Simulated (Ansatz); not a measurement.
# SnO₂: hydrostatic pressure series

All numbers below come from DFT r2SCAN, scalar-relativistic, plane waves, PAW in Ansatz 0.2.0. Run with 500 eV cutoff, 6×6×8 k-mesh, Gaussian smearing of 0.02 eV, no spin polarisation.

The relaxed crystal:

```
Sn O
1.0
     4.75982    0.00000    0.00000
     0.00000    4.76006    0.00000
     0.00000    0.00000    3.20071
Sn O
2 4
Direct
  0.50000 0.50000 0.50000
  0.00000 0.00000 0.00000
  0.30586 0.30596 0.00000
  0.80586 0.19404 0.50000
  0.19414 0.80596 0.50000
  0.69414 0.69404 0.00000
```

Cell and atoms are relaxed at each pressure within the symmetry of the start, at zero temperature, so transitions that lower the symmetry aren't seen. The k-mesh given is that at zero pressure and may differ at others. a, b and c are the lengths of the cell vectors above. Gaps are generalised Kohn–Sham gaps over the whole zone.

```
P (GPa) V (Å³/atom) V/V0  a (Å) b (Å) c (Å)
     -2        12.21  1.010  4.779  4.779  3.207
      0        12.09  1.000  4.760  4.760  3.201
      2        11.97  0.991  4.742  4.743  3.194
      5        11.81  0.977  4.715  4.715  3.187
     10        11.57  0.957  4.676  4.676  3.174
     20        11.15  0.923  4.608  4.609  3.151
     40        10.51  0.870  4.499  4.501  3.114
```

What bulk modulus and pressure derivative fit these points?

A third-order Birch–Murnaghan fit gives B0 = 205 GPa and B0' = 4.8.

Which cell vector or vectors give way most up to 40 GPa?

a and b: the changes are a -5.5 %, b -5.5 %, c -2.7 %.

What does pressure do to the gap?

The gaps are 1.66 eV at -2 GPa, 1.77 eV at 0 GPa, 1.87 eV at 2 GPa, 2.03 eV at 5 GPa, 2.27 eV at 10 GPa, 2.71 eV at 20 GPa, 3.48 eV at 40 GPa.